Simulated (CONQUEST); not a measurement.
Crystal: GaN.

```xyz
4
Lattice="3.1869 0.0000 0.0000 0.0000 3.1869 0.0000 0.0000 0.0000 4.5070" Properties=species:S:1:pos:R:3 pbc="T T T"
Ga    0.0000    0.0000    0.0000
Ga    1.5935    1.5935    2.2535
N     0.0000    1.5935    3.3803
N     1.5935    0.0000    1.1268
```

The cell is a database's computed one.

| Item | Value |
| --- | --- |
| Program | CONQUEST 1.3 |
| Task | single point |
| Functional | PBE |
| Potentials or basis | PseudoDojo NC PBE, DZP, grid cutoff 150 Ha |
| k mesh | 8 × 8 × 6 |
| Occupations | fermi-dirac, width 0.05 eV |
| Spin | no spin polarisation |

On this cell: pressure 8.7 GPa; largest force zero by symmetry; band gap on the k mesh 1.84 eV.

The same run follows on a disturbed copy (atoms moved at random, drawn with an rms of 0.05 Å):

```
Ga N
1.0
     3.18693    0.00000    0.00000
     0.00000    3.18693    0.00000
     0.00000    0.00000    4.50700
Ga N
2 2
Cartesian
  1.5841 1.6064 2.2642
  3.1776 0.0129 0.0107
  0.0063 1.5844 3.3593
  1.5998 3.1779 1.1058
```

**Question.** What changes?

**Answer.** The energy moves by +5.8 meV/atom; pressure 8.8 GPa; largest force 0.553 eV/Å; band gap on the k mesh 1.76 eV.

Forces in eV/Å, atoms in the order of the input:
```
Ga   0.242 -0.265 -0.421
Ga   0.242 -0.265 -0.421
N   -0.232  0.242  0.422
N   -0.232  0.242  0.422
```

The forces don't sum to zero, so they hold noise of the program's grid.

Caveats: the basis of atomic orbitals isn't converged, which shifts pressures, moduli and gaps; the real-space grid breaks the cell's symmetry a little (some runs).

A k mesh can miss the band edges.
